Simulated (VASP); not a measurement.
# Ga (I4/mmm) in VASP: a series of runs

Runs on Ga. Level: PBEsol. Tasks: relaxation of cell and atoms.

Everything below comes from runs of VASP 6.6.1. Logs are shortened: lines on timing, memory, paths and dates and some standing lists are left out, and cuts for length are marked.

## 1. The structure

Symmetry: I4/mmm, No. 139, tetragonal system. The conventional cell has a = 2.769 Å, b = 2.769 Å, c = 4.622 Å, α = 90.00°, β = 90.00°, γ = 90.00°. Around Ga (site symmetry 4/mmm) lie 12 Ga at 2.77 to 3.03 Å.

This isn't the form of Ga at room conditions, which is orthorhombic.

## 2. Relaxation of cell and atoms, PBEsol, target pressure 2 GPa, at which the enthalpy is minimised

INCAR reads:

```
SYSTEM = Ga
PREC = Accurate ; ENCUT = 600
EDIFF = 1E-6 ; ISMEAR = -1
SIGMA = 0.05 ; LREAL = .False.
LASPH = .True. ; NELM = 100
ALGO = Fast ; ISIF = 3
LWAVE = .False. ; LCHARG = .False.
GGA = PS ; IBRION = 2
NSW = 40 ; EDIFFG = -0.02
PSTRESS = 20
```

KPOINTS reads:

```
regular mesh
0
Gamma
  13 13 13
  0 0 0
```

POSCAR reads:

```
Ga
1.0
   -1.3843987196      1.3843987196      2.3112238365
    1.3843987196     -1.3843987196      2.3112238365
    1.3843987196      1.3843987196     -2.3112238365
Ga
1
Direct
    0.0000000000      0.0000000000      0.0000000000
```

Potentials or basis: VASP PAW PBE potentials, release 64 (Ga_d).

Run with:

```bash
cat potpaw_PBE.64/Ga_d/POTCAR > POTCAR
mpirun -np 1 vasp_std > vasp.out
```

OUTCAR:

```text
SYSTEM = Ga
   PREC = Accurate
   ENCUT = 600
   EDIFF = 1E-6
   ISMEAR = -1
   LREAL = .False.
   LASPH = .True.
   NELM = 100
   ISIF = 3
   GGA = PS
   IBRION = 2
   NSW = 40
   EDIFFG = -0.02
   PSTRESS = 20

 ion  position               nearest neighbor table
   1  0.000  0.000  0.000-

  LATTYP: Found a body centered tetragonal cell.
 ALAT       =     2.7687974392
 C/A-ratio  =     1.6694784557

  Lattice vectors:

 A1 = (  -1.3843987196,   1.3843987196,   2.3112238365)
 A2 = (   1.3843987196,  -1.3843987196,   2.3112238365)
 A3 = (   1.3843987196,   1.3843987196,  -2.3112238365)

Analysis of symmetry for initial positions (statically):
=====================================================================
 Subroutine PRICEL returns:
 Original cell was already a primitive cell.

 Routine SETGRP: Setting up the symmetry group for a
 body centered tetragonal supercell.

 Subroutine GETGRP returns: Found 16 space group operations
 (whereof 16 operations were pure point group operations)
 out of a pool of 16 trial point group operations.

The static configuration has the point symmetry D_4h.

Analysis of symmetry for dynamics (positions and initial velocities):
=====================================================================
 Subroutine PRICEL returns:
 Original cell was already a primitive cell.

 Routine SETGRP: Setting up the symmetry group for a
 body centered tetragonal supercell.

 Subroutine GETGRP returns: Found 16 space group operations
 (whereof 16 operations were pure point group operations)
 out of a pool of 16 trial point group operations.

The dynamic configuration has the point symmetry D_4h.

 Subroutine INISYM returns: Found 16 space group operations
 (whereof 16 operations are pure point group operations),
 and found     1 'primitive' translations

----------------------------------------------------------------------------------------

                                     Primitive cell

  volume of cell :      17.7184

  direct lattice vectors                    reciprocal lattice vectors
    -1.384398720  1.384398720  2.311223836     0.000000000  0.361167627  0.216335602
     1.384398720 -1.384398720  2.311223836     0.361167627  0.000000000  0.216335602
     1.384398720  1.384398720 -2.311223836     0.361167627  0.361167627  0.000000000

  length of vectors
     3.029005654  3.029005654  3.029005654     0.421002550  0.421002550  0.510768156

  position of ions in fractional coordinates (direct lattice)
     0.000000000  0.000000000  0.000000000

  ion indices of the primitive-cell ions
   primitive index   ion index
                 1           1

----------------------------------------------------------------------------------------

 KPOINTS: regular mesh

Automatic generation of k-mesh.
 Grid dimensions read from file:
 generate k-points for:   13   13   13

 Generating k-lattice:

  Cartesian coordinates                     Fractional coordinates (reciprocal lattice)
     0.000000000  0.027782125  0.016641200     0.076923077  0.000000000  0.000000000
     0.027782125  0.000000000  0.016641200     0.000000000  0.076923077  0.000000000
     0.027782125  0.027782125  0.000000000     0.000000000  0.000000000  0.076923077

  Length of vectors
     0.032384812  0.032384812  0.039289858

  Shift w.r.t. Gamma in fractional coordinates (k-lattice)
     0.000000000  0.000000000  0.000000000

 Subroutine IBZKPT returns following result:
 ===========================================

 Found    196 irreducible k-points:

 Following reciprocal coordinates:
            Coordinates               Weight
  0.000000  0.000000  0.000000      1.000000
  0.076923 -0.000000  0.000000      8.000000
  0.153846 -0.000000  0.000000      8.000000
  0.230769  0.000000  0.000000      8.000000
  0.307692 -0.000000  0.000000      8.000000
  0.384615  0.000000 -0.000000      8.000000
[... 16 lines left out ...]
  0.384615  0.153846  0.000000     16.000000
  0.461538  0.153846 -0.000000     16.000000
 [... further k-points ...]
   k-points           NKPTS =    196   k-points in BZ     NKDIM =    196   number of bands    NBANDS=     10
   number of dos      NEDOS =    301   number of ions     NIONS =      1
   total plane-waves  NPLWV =  13824
   dimension x,y,z NGX =    24 NGY =   24 NGZ =   24
   dimension x,y,z NGXF=    48 NGYF=   48 NGZF=   48
   ions per type =               1
   NGX,Y,Z   is equivalent  to a cutoff of  13.17, 13.17, 13.17 a.u.
   NGXF,Y,Z  is equivalent  to a cutoff of  26.34, 26.34, 26.34 a.u.
 SYSTEM =  Ga
   PREC   = accura    normal or accurate (medium, high low for compatibility)
   ISTART =      0    job   : 0-new  1-cont  2-samecut
   ICHARG =      2    charge: 1-file 2-atom 10-const
   ISPIN  =      1    spin polarized calculation?
   LNONCOLLINEAR =      F non collinear calculations
   LSORBIT =      F    spin-orbit coupling
   LASPH  =      T    aspherical Exc in radial PAW
   ENCUT  =  600.0 eV  44.10 Ry    6.64 a.u.   6.05  6.05  6.05*2*pi/ulx,y,z
   NELM   =    100;   NELMIN=  2; NELMDL= -5     # of ELM steps
   EDIFF  = 0.1E-05   stopping-criterion for ELM
   LREAL  =      F    real-space projection
   EDIFFG = -.2E-01   stopping-criterion for IOM
   NSW    =     40    number of steps for IOM
   IBRION =      2    ionic relax: 0-MD 1-quasi-New 2-CG
   NFREE  =      1    steps in history (QN), initial steepest desc. (CG)
   ISIF   =      3    stress and relaxation
   ISYM   =      2    0-nonsym 1-usesym 2-fastsym
   POTIM  = 0.5000    time-step for ionic-motion
   TEBEG  =    0.0;   TEEND  =   0.0 temperature during run
   PSTRESS=   20.0 pullay stress
   NELECT =      13.0000    total number of electrons
   NUPDOWN=      -1.0000    fix difference up-down
   EMIN   =  10.00;   EMAX   =-10.00  energy-range for DOS
   EFERMI =   0.00;   METHOD = LEGACY
   ISMEAR =    -1;   SIGMA  =   0.05  broadening in eV -4-tet -1-fermi 0-gaus
   EFERMI_NEDOS =   21; number of points for ismear=-14 and -15
   IALGO  =     68    algorithm
   IMIX   =      4    mixing-type and parameters
     AMIX     =   0.40;   BMIX     =  1.00
     AMIX_MAG =   1.60;   BMIX_MAG =  1.00
  volume/ion in A,a.u.               =      17.72       119.57
  Fermi-wavevector in a.u.,A,eV,Ry     =   1.476549  2.790273 29.663375  2.180197
  Thomas-Fermi vector in A             =   2.591062
   LORBIT       =      0    0 simple, 1 ext, 2 COOP (PROOUT), +10 PAW based schemes
   GGA     = PS    functional components
   LHFCALC =     F    Hartree Fock is set to
   AEXX    =    0.0000 exact exchange contribution
   IVDW    =     0    specifies the selected vdW correction
   LEPSILON=     F    determine dielectric tensor
   LRPA    =     F    only Hartree local field effects (RPA)
 conjugate gradient relaxation of ions
 non-spin polarized calculation
 RMM-DIIS sequential band-by-band and
  energy-cutoff  :      600.00
  volume of cell :       17.72
 maximum number of plane-waves:       622
   NGX = 13   NGY = 13   NGZ = 13

--------------------------------------- Ionic step        1  -------------------------------------------

 number of electron      12.9999997 magnetization

 Free energy of the ion-electron system (eV)
  ---------------------------------------------------
  ext. energy  EPLUGINS =         0.00000000
  ---------------------------------------------------
  free energy    TOTEN  =        -3.33745727 eV

  energy without entropy =       -3.33460645  energy(sigma->0) =       -3.33603186

------------------------ aborting loop because EDIFF is reached ----------------------------------------

  FORCE on cell =-STRESS in cart. coord.  units (eV):
  Direction    XX          YY          ZZ          XY          YZ          ZX
  --------------------------------------------------------------------------------------
  -------------------------------------------------------------------------------------
  Total       -0.0196149     -0.0196149     -0.0404379      0.0000000     -0.0000000      0.0000000
  in kB       -1.7736716     -1.7736716     -3.6565757      0.0000000     -0.0000000      0.0000000
  external PRESSURE =     -22.4013063 kB  Pullay stress =      20.0000000 kB
[... 170 lines left out ...]
  enthalpy is  TOTEN    =        -3.1208169646 eV   P V=        0.2136789547

--------------------------------------- Ionic step        6  -------------------------------------------

 number of electron      13.0000002 magnetization

 Free energy of the ion-electron system (eV)
  ---------------------------------------------------
  ext. energy  EPLUGINS =         0.00000000
  ---------------------------------------------------
  free energy    TOTEN  =        -3.33449891 eV

  energy without entropy =       -3.33162154  energy(sigma->0) =       -3.33306022

 E-fermi :   6.2877     XC(G=0): -11.6509

 val. band max:        6.2604456542   @ k =  -0.3077  -0.3846   0.0769
 cond. band min:       6.3470441872   @ k =   0.3846   0.2308   0.1538
 fundamental gap:      0.0865985329
 Fermi energy:         6.2877081432

 k-point     1 :       0.0000    0.0000    0.0000
  band No.  band energies     occupation
      1      -8.7367      2.00000
      2      -8.5636      2.00000
      3      -8.5401      2.00000
      4      -8.5401      2.00000
      5      -8.3617      2.00000
      6      -5.4874      2.00000
      7      19.5546      0.00000
      8      19.7217      0.00000
      9      19.7217      0.00000
     10      23.0862      0.00000
[... 287 lines left out ...]
 k-point    24 :       0.4615    0.1538   -0.0000
  band No.  band energies     occupation
      1      -8.6920      2.00000
      2      -8.6142      2.00000
      3      -8.5436      2.00000
      4      -8.4118      2.00000
      5      -8.3076      2.00000
      6       1.9195      2.00000
      7       2.6109      2.00000
      8      13.1357      0.00000
      9      14.7285      0.00000
     10      18.6450      0.00000

 [... further k-points ...]

------------------------ aborting loop because EDIFF is reached ----------------------------------------

  FORCE on cell =-STRESS in cart. coord.  units (eV):
  Direction    XX          YY          ZZ          XY          YZ          ZX
  --------------------------------------------------------------------------------------
  -------------------------------------------------------------------------------------
  Total        0.2138844      0.2138844      0.1938050      0.0000000     -0.0000000      0.0000000
  in kB       20.0336179     20.0336179     18.1528620      0.0000000     -0.0000000      0.0000000
  external PRESSURE =      -0.5933007 kB  Pullay stress =      20.0000000 kB
[... 16 lines left out ...]
  FREE ENERGIE OF THE ION-ELECTRON SYSTEM (eV)
  ---------------------------------------------------
  free  energy   TOTEN  =        -3.3344989084 eV

  energy  without entropy=       -3.3316215370  energy(sigma->0) =       -3.33306022

  enthalpy is  TOTEN    =        -3.1209733958 eV   P V=        0.2135255127

 reached required accuracy - stopping structural energy minimisation
```

Run time: 38 s. Hardware: 1 thread of Intel Xeon 6975P-C (Granite Rapids), shared host; peak memory 0.18 GiB.

What came out:

```
Free energy                                            : -3.3345 eV
Relaxed volume                                         : 17.11 Å³/atom
Relaxed cell                                           : a = 2.985 Å, b = 2.985 Å, c = 2.985 Å, α = 125.22°, β = 125.22°, γ = 81.18°
Space group after relaxing (to 0.05 Å)                 : I4/mmm (No. 139)
Energy change on relaxing (the enthalpy is what falls) : +3.0 meV/atom
Ionic steps                                            : 6
Pressure after relaxing                                : 1.9 GPa
Band gap on the k mesh                                 : none (metal or under the smearing width)
```

Step by step:
```
step  energy change (eV)  largest force (eV/Å)  pressure (GPa)  volume (Å³)
   1              0.0000                0.0000           -0.24        17.72
   2              0.0034                0.0000            2.22        17.09
   3              0.0029                0.0000            1.94        17.13
   4              0.0030                0.0000            2.01        17.12
   5              0.0030                0.0000            2.00        17.12
   6              0.0030                0.0000            1.94        17.11
```

Final structure:
```xyz
1
Lattice="-1.3734 1.3734 2.2671 1.3734 -1.3734 2.2671 1.3734 1.3734 -2.2671" Properties=species:S:1:pos:R:3 pbc="T T T"
Ga    0.0000    0.0000    0.0000
```

Caveat: the cell is relaxed towards a set pressure, so the enthalpy falls and the energy may rise; the PAW data sets were made with another functional, which shifts forces and pressure a little.

(Continued in part 2 of 2.)
